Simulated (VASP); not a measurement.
Wanted: the native input for a VASP 6.6.1 run.

```
Task                   : band structure
Functional             : PBE
Potentials or basis    : VASP PAW PBE potentials, release 54 (C)
Cutoff                 : 520 eV
k mesh                 : 13 × 13 × 13
Occupations            : fermi-dirac, width 0.05 eV
Spin                   : no spin polarisation
Further INCAR settings : ALGO = Normal; EDIFF = 1e-06; NBANDS = 11
```

Crystal: C.

```
CELL_PARAMETERS angstrom
0.00000 1.78337 1.78337
1.78337 0.00000 1.78337
1.78337 1.78337 0.00000
ATOMIC_POSITIONS crystal
C 0.75000 0.75000 0.75000
C 0.50000 0.50000 0.50000
```

This isn't the form of C at room conditions, which is graphite.

These files were run (other wordings do the same):

POSCAR

```
C
1.0
    0.0000000000      1.7833700000      1.7833700000
    1.7833700000      0.0000000000      1.7833700000
    1.7833700000      1.7833700000      0.0000000000
C
2
Direct
    0.7500000000      0.7500000000      0.7500000000
    0.5000000000      0.5000000000      0.5000000000
```

INCAR.step1

```
SYSTEM = C
ALGO = Normal
EDIFF = 1E-6
ENCUT = 520
GGA = PE
ISIF = 2
ISMEAR = -1
LASPH = .True.
LCHARG = .True.
LREAL = .False.
LWAVE = .False.
NBANDS = 11
NELM = 100
PREC = Accurate
SIGMA = 0.05
```

KPOINTS.step1

```
k-points
0
Gamma
  13 13 13
  0 0 0
```

INCAR.step2

```
SYSTEM = C
ALGO = Normal
EDIFF = 1E-6
ENCUT = 520
GGA = PE
ICHARG = 11
ISIF = 2
ISMEAR = 0
LASPH = .True.
LCHARG = .False.
LREAL = .False.
LWAVE = .False.
NBANDS = 11
NELM = 100
PREC = Accurate
SIGMA = 0.05
```

KPOINTS.step2

```
path GXWKGLUWLK,UX
10
line-mode
reciprocal
 0.0000000000  0.0000000000  0.0000000000  G
 0.5000000000  0.0000000000  0.5000000000  X

 0.5000000000  0.0000000000  0.5000000000  X
 0.5000000000  0.2500000000  0.7500000000  W

 0.5000000000  0.2500000000  0.7500000000  W
 0.3750000000  0.3750000000  0.7500000000  K

 0.3750000000  0.3750000000  0.7500000000  K
 0.0000000000  0.0000000000  0.0000000000  G

 0.0000000000  0.0000000000  0.0000000000  G
 0.5000000000  0.5000000000  0.5000000000  L

 0.5000000000  0.5000000000  0.5000000000  L
 0.6250000000  0.2500000000  0.6250000000  U

 0.6250000000  0.2500000000  0.6250000000  U
 0.5000000000  0.2500000000  0.7500000000  W

 0.5000000000  0.2500000000  0.7500000000  W
 0.5000000000  0.5000000000  0.5000000000  L

 0.5000000000  0.5000000000  0.5000000000  L
 0.3750000000  0.3750000000  0.7500000000  K

 0.6250000000  0.2500000000  0.6250000000  U
 0.5000000000  0.0000000000  0.5000000000  X
```

Potentials or basis: VASP PAW PBE potentials, release 54 (C).

Launch:

```console
$ cat potpaw_PBE.54/C/POTCAR > POTCAR
$ cp INCAR.step1 INCAR
$ cp KPOINTS.step1 KPOINTS
$ mpirun -np 1 vasp_std > vasp.out
$ cp INCAR.step2 INCAR
$ cp KPOINTS.step2 KPOINTS
$ mpirun -np 1 vasp_std > vasp.out
```

It gave:

* Band gap on the k mesh: 4.14 eV, indirect (least direct gap 5.59 eV)
* Band gap along the path: 4.15 eV, indirect (least direct gap 5.59 eV)

Caveat: the log is that of the step along the path at fixed density, whose energy, stress, charges and moments have no meaning.

Wall time 9.2 s on 1 thread of Intel(R) Xeon(R) 6975P-C (Granite Rapids), with other jobs on the host, peak memory 0.12 GiB.
